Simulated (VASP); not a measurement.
# C: convergence, energy along a vibration (SMASS = -2)

C, atoms displaced along the mode, 2 atoms in the cell. PBE, energy along a line of displacements; PAW potentials C (PBE set). VASP 6.6.1.

Wanted: harmonic frequency within 1 %.

Mode: optical mode at Gamma along [111].

POSCAR of the starting run:
```
C
1.0
    0.0000000000      1.7833700000      1.7833700000
    1.7833700000      0.0000000000      1.7833700000
    1.7833700000      1.7833700000      0.0000000000
C
2
Direct
    0.2435251768      0.2435251768      0.2435251768
    0.0064748232      0.0064748232      0.0064748232

    0.0057735027   0.0057735027   0.0057735027
   -0.0057735027  -0.0057735027  -0.0057735027
```

The series start from k mesh: 7 × 7 × 7; Cutoff (eV): 520; Step along the mode (Å): 0.02; Electronic threshold (eV): 1e-7; Precision and projection: Accurate, reciprocal space. Each series keeps the choices made before it, and each single choice may use up half of a tolerance.

## k mesh

| k mesh | Harmonic frequency (THz) | Time (s) |
|---|---|---|
| 4 × 4 × 4 | 39.76 | 8.2 |
| 5 × 5 × 5 | 39.19 | 11 |
| 6 × 6 × 6 | 39.01 | 16 |
| 7 × 7 × 7 | 38.95 | 22 |
| 9 × 9 × 9 | 38.93 | 46 |
| 11 × 11 × 11 (reference) | 38.92 | 79 |

Chosen: 6 × 6 × 6, the loosest value from which every tighter one stays within half of the tolerance.

## Cutoff (eV)

| Cutoff (eV) | Harmonic frequency (THz) | Time (s) |
|---|---|---|
| 280 | 40.99 | 6.3 |
| 340 | 39.43 | 7.3 |
| 400 | 39.01 | 7.5 |
| 460 | 39.01 | 14 |
| 520 | 39.01 | 16 |
| 600 (reference) | 39.02 | 18 |

Chosen: 400.

## Electronic threshold (eV)

| Electronic threshold (eV) | Harmonic frequency (THz) | Time (s) |
|---|---|---|
| 0.001 | 38.94 | 6.8 |
| 0.0001 | 38.94 | 7.4 |
| 1e-5 | 38.94 | 7.7 |
| 1e-6 | 38.94 | 8.3 |
| 1e-7 | 38.94 | 9.7 |
| 1e-8 (reference) | 38.94 | 11 |

Chosen: 0.001.

## Precision and projection

| Precision and projection | Harmonic frequency (THz) | Time (s) |
|---|---|---|
| Accurate, reciprocal space | 38.94 | 6.8 |
| Normal, reciprocal space | 38.93 | 4.9 |
| Normal, Auto | 38.94 | 7.6 |

Chosen: Normal, reciprocal space; it saves 1.9 s of 6.8, so Accurate, reciprocal space would do nearly as well.

Also changed on the way, by series that aren't shown: Step along the mode (Å): 0.08.

## All choices together

| Input | Harmonic frequency (THz) | Time (s) |
|---|---|---|
| defaults on a coarse mesh (naive) | 39.17 | 2.2 |
| chosen settings | 38.93 | 4.9 |
| reference settings throughout | 38.95 | 84 |

The tolerance is met.

## The input

INCAR:
```
GGA      = PE             # functional
PREC     = Normal         # precision mode
ENCUT    = 400            # plane-wave cutoff, eV
EDIFF    = 0.001          # SCF threshold, eV
ALGO     = Normal         # electronic algorithm
LREAL    = F              # projectors in reciprocal space
LASPH    = T              # aspherical terms in the spheres
ISMEAR   = 0              # smearing method
SIGMA    = 0.03           # smearing width, eV
ISYM     = 0            
LWAVE    = F              # write WAVECAR
LCHARG   = F              # write CHGCAR
IBRION   = 0              # ionic algorithm
SMASS    = -2           
POTIM    = 1              # step
NSW      = 9              # ionic steps
NELMIN   = 4            
KPAR     = 2             
```

KPOINTS:
```
Automatic mesh
0
Gamma
  6 6 6
  0 0 0
```

POSCAR:
```
C
1.0
    0.0000000000      1.7833700000      1.7833700000
    1.7833700000      0.0000000000      1.7833700000
    1.7833700000      1.7833700000      0.0000000000
C
2
Direct
    0.2241007073      0.2241007073      0.2241007073
    0.0258992927      0.0258992927      0.0258992927

    0.0230940108   0.0230940108   0.0230940108
   -0.0230940108  -0.0230940108  -0.0230940108
```

Commands:
```
cat potpaw_PBE.64/C/POTCAR > POTCAR
mpirun -np 2 vasp_std > vasp.out
```

The naive input happens to agree within the tolerance here, in 2.2 s.

Limits: NELMIN = 4 forces that many electronic steps, so a loose EDIFF looks better here than it is.

The chosen input took VASP 6.6.1 4.9 s on 2 cores (Intel Xeon Platinum 8259CL @ 2.50GHz (Skylake/Cascade Lake)), a shared host.
